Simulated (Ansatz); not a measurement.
Ga: which structure is lowest?

Method: DFT, r2SCAN, plane waves (500 eV) with PAW, scalar-relativistic in Ansatz. The PAW files were generated under PBE, with cores re-solved for the functional.

Each structure is relaxed within its own symmetry, so a high-lying one may be dynamically unstable.

```json
{"structure": "alpha-Ga (Cmce)", "ΔE (meV/atom)": "0", "V (Å³/atom)": "19.19", "cell": "a = 4.464 Å, b = 7.586 Å, c = 4.535 Å", "magnetic state": "spin not included"}
{"structure": "fcc", "ΔE (meV/atom)": "138", "V (Å³/atom)": "17.92", "cell": "a = 4.154 Å", "magnetic state": "spin not included"}
{"structure": "simple cubic", "ΔE (meV/atom)": "146", "V (Å³/atom)": "19.05", "cell": "a = 2.671 Å", "magnetic state": "spin not included"}
{"structure": "dhcp", "ΔE (meV/atom)": "147", "V (Å³/atom)": "17.91", "cell": "a = 2.985 Å, c = 9.280 Å (c/a = 3.109)", "magnetic state": "spin not included"}
{"structure": "hcp", "ΔE (meV/atom)": "160", "V (Å³/atom)": "18.02", "cell": "a = 2.976 Å, c = 4.698 Å (c/a = 1.579)", "magnetic state": "spin not included"}
{"structure": "bcc", "ΔE (meV/atom)": "171", "V (Å³/atom)": "18.20", "cell": "a = 3.314 Å", "magnetic state": "spin not included"}
{"structure": "omega (AlB2-type)", "ΔE (meV/atom)": "174", "V (Å³/atom)": "18.31", "cell": "a = 4.602 Å, c = 2.995 Å (c/a = 0.651)", "magnetic state": "spin not included"}
{"structure": "A15", "ΔE (meV/atom)": "182", "V (Å³/atom)": "18.43", "cell": "a = 5.283 Å", "magnetic state": "spin not included"}
{"structure": "diamond", "ΔE (meV/atom)": "316", "V (Å³/atom)": "24.10", "cell": "a = 5.777 Å", "magnetic state": "spin not included"}
```

ΔE counts from alpha-Ga (Cmce).

Differences under about 8 meV lie within the error of the k-point mesh.
